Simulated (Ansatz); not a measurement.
# Sb under changes of volume

One of the cells (30.206 Å³/atom); the others are scaled copies at fixed shape and fractional positions:

```
Sb
1.0
     2.15420    1.24373    3.75800
    -2.15420    1.24373    3.75800
     0.00000   -2.48746    3.75800
Sb
2
Direct
  0.76651 0.76651 0.76651
  0.23349 0.23349 0.23349
```

| Property | Result |
| --- | --- |
| Program | Ansatz 0.2.0 |
| Functional | PBEsol |
| Potentials or basis | Ansatz PAW |
| Cutoff | 420 eV (not typed: the program's choice for these potentials) |
| k mesh | 8 × 8 × 8 |
| Occupations | fermi-dirac, width 0.05 eV |
| Spin | no spin polarisation |

```tsv
volume (Å³/atom)	energy over the lowest point (meV/atom)	pressure (GPa)	largest force (eV/Å)
28.393	22.06	4.1	0.453
28.998	9.47	2.6	0.329
29.602	2.32	1.2	0.213
30.206	0.00	0.0	0.104
30.810	?	?	?
31.414	7.89	-2.0	0.091
32.018	17.24	-2.9	0.177
```

Problem. What does the run at 30.810 Å³/atom give?

Solution. Energy over the lowest point 2.01 meV/atom; pressure -1.1 GPa; largest force 0.003 eV/Å.

Worked out: A Birch-Murnaghan fit of order 3 (a polynomial in V^(-2/3)) to the other rows has its minimum at 30.22 Å³/atom with B0 = V·E''(V) = 57 GPa and B' = 4.6 at fixed shape and positions, which overstates the stiffness. It gives 2.01 meV/atom at 30.810 Å³/atom, against the run's 2.01, and -dE/dV = -1.1 GPa, against -1.1.

Energies are extrapolated to zero smearing.

Caveats: the PAW data sets come from PBE, with cores solved anew for the run's functional, which leaves a small shift of forces and pressure.
